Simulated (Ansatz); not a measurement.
# C: the cost of one run

Method: DFT PBEsol+D3(BJ), scalar-relativistic, plane waves, PAW, in Ansatz 0.2.0.

The COD entry's cell or inner coordinates are ideal or old and differ from later refinements, so a difference from it is no clean test against experiment.

71 further runs of the same task are left out: 71 set aside as unsound or not needed. Runs told in other sessions of the task aren't counted.

## 1. The structure to begin with

It takes space group P6_3/mmc (No. 194, hexagonal). The conventional cell has a = 2.458 Å, b = 2.458 Å, c = 6.580 Å, α = 90.00°, β = 90.00°, γ = 120.00°. Around C (site symmetry -6m2) lie 3 C at 1.42 Å.

As a file:

```cif
data_structure
_symmetry_space_group_name_H-M 'P 1'
_symmetry_Int_Tables_number 1
_cell_length_a 2.4580
_cell_length_b 2.4580
_cell_length_c 6.5801
_cell_angle_alpha 90.000
_cell_angle_beta 90.000
_cell_angle_gamma 120.000
_cell_volume 34.43
loop_
_atom_site_label
_atom_site_type_symbol
_atom_site_fract_x
_atom_site_fract_y
_atom_site_fract_z
_atom_site_occupancy
C1 C 0.00000 0.00000 0.00250 1
C2 C 0.00000 0.00000 0.50250 1
C3 C 0.33333 0.66667 0.00250 1
C4 C 0.66667 0.33333 0.50250 1
```

It is the result of an earlier relaxation at this level (volume 8.61 Å³/atom; gap on the mesh: none (metal)).

## 2. Plan of the line

The energy is mapped over volume and the cell's shape.

- volume per atom: 11 values from 7.574 to 9.640 Å³
- c/a of the conventional cell: 11 values from 2.373 to 3.020

Nothing else is relaxed (symmetry fixes all fractional coordinates). Energies count from the relaxed crystal. Points are written as (first, second).

## 3. Grid point (7.574 Å³, 3.020)

input.yaml reads:

```yaml
crystal:
  lattice:
    - [2.26264232, 0.0, 0.0]
    - [-1.13132116, 1.9595057288, 0.0]
    - [0.0, 0.0, 6.8331798064]
  atoms:
    - { symbol: C, position: [0.0, 0.0, 0.0025] }
    - { symbol: C, position: [0.0, 0.0, 0.5025] }
    - { symbol: C, position: [0.3333333333, 0.6666666667, 0.0025] }
    - { symbol: C, position: [0.6666666667, 0.3333333333, 0.5025] }
basis:
  ecutwfc: 520.0
kpoints:
  mp_grid: { grid: [21, 21, 8] }
hamiltonian:
  xc: pbesol
  pseudopotentials: { kind: paw, azcp: { folder: soft_1 } }
  dispersion: d3bj
scf:
  occupations: { method: gaussian, width: 0.15 }
output:
  forces: true
  stress: true
  eigenvalues: true
```

Started as:

```sh
$ ansatz run input.yaml --threads 2 --pin off --max-ram 4096MiB --backend cpu --events-out ev --progress --plain --runs-dir out
```

What time and memory should one allow on 2 threads of Intel Xeon 6975P-C (Granite Rapids), shared host?

About 1.8 s, with a peak of 0.43 GiB.
